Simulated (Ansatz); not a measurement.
## CO2: field gradients at two levels of theory

Cell: a Materials Project structure (computed, not necessarily an observed phase), its atoms then relaxed with PBE in this cell.

Space group Cmce (No. 64); a = 5.2718, b = 4.7748, c = 6.5872 Å.

```csv
site,Wyckoff,site symmetry,x,y,z
C,4a,2/m..,0.0000,0.0000,0.0000
O,8f,m..,0.5000,0.6946,0.8926
```

One atom of each set is listed; the run and its k-mesh use a cell of 6 atoms with edges of 3.56, 3.56, 6.59 Å.

First run. Level of theory: DFT, PBE, plane waves and PAW, scalar-relativistic, 420 eV cutoff, Γ-centred 9×9×5 k-points, Fermi–Dirac smearing 0.01 eV (Ansatz 0.2.0).

```json
{"site": "C", "V_zz (10²¹ V/m²)": "-2.92", "η": "0.02"}
{"site": "O", "V_zz (10²¹ V/m²)": "7.17", "η": "0.03"}
```

Second run. The same atoms and settings, except that the functional is r2SCAN and the cutoff is 500 eV.

Question: What does the second run give?

Answer: 

```
site   V_zz     η  change of V_zz
   C  -3.55  0.01           -0.63
   O   7.73  0.03           +0.56
```

The largest change of V_zz is on C, from -2.92 to -3.55. In per cent, |V_zz| changes by +21 on C, +8 on O (all sites that start above 0.5).

For the second run: The largest force is 0.8 eV/Å, so the atoms aren't at the calculated equilibrium and relaxing them would move these values.
